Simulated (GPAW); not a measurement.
Crystal: MoS2.

```
Mo S
1.0
     3.22746    0.00000    0.00000
    -1.61373    2.79507    0.00000
     0.00000    0.00000    6.31247
Mo S
1 2
Direct
  0.00000 0.00000 0.50000
  0.66667 0.33333 0.74468
  0.33333 0.66667 0.25532
```

Measurements of this composition are mostly on another form, of space group No. 194.

```yaml
Program: GPAW 26.7.0
Task: relaxation of cell and atoms
Functional: r2SCAN
Dispersion: D3(BJ)
Potentials_or_basis: GPAW PAW data sets (gpaw-data 1.2.1)
Cutoff: 600 eV
Basis: pw
k_mesh: 7 × 7 × 3
Occupations: fermi-dirac, width 0.05 eV
Spin: no spin polarisation
```

At the start: pressure -1.3 GPa; volume 18.98 Å³/atom.

Question: How do energy, volume and symmetry change on relaxing?

Answer: Over 11 steps the energy falls by 8.2 meV/atom and the volume is 17.76 Å³/atom (-6.5 %); space group P-3m1 (No. 164, to 0.05 Å).

The path:
| step | energy change (eV) | largest force (eV/Å) | pressure (GPa) | volume (Å³) |
| --- | --- | --- | --- | --- |
| 1 | 0.0000 | 0.0905 | -1.32 | 56.94 |
| 2 | -0.0012 | 0.1038 | -1.14 | 56.82 |
| 3 | -0.0083 | 0.1885 | 0.64 | 55.40 |
| 4 | -0.0095 | 0.1498 | 0.61 | 55.20 |
| 5 | -0.0121 | 0.0124 | 0.02 | 54.80 |
| 6 | -0.0129 | 0.0519 | -0.20 | 54.73 |
| 7 | -0.0167 | 0.1633 | -0.87 | 54.35 |
| 8 | -0.0205 | 0.2039 | -1.10 | 53.85 |
| 9 | -0.0234 | 0.1436 | -0.79 | 53.39 |
| 10 | -0.0244 | 0.0426 | -0.27 | 53.28 |
| 11 | -0.0245 | 0.0022 | -0.02 | 53.27 |

Final structure:
```
CELL_PARAMETERS angstrom
3.21446 0.00000 0.00000
-1.60723 2.78380 0.00000
0.00000 0.00000 5.95276
ATOMIC_POSITIONS crystal
Mo 0.00000 0.00000 0.50000
S 0.66667 0.33333 0.75999
S 0.33333 0.66667 0.24001
```

Caveat: later steps reuse the first step's grids; the PAW data sets were made with another functional, which shifts forces and pressure a little.
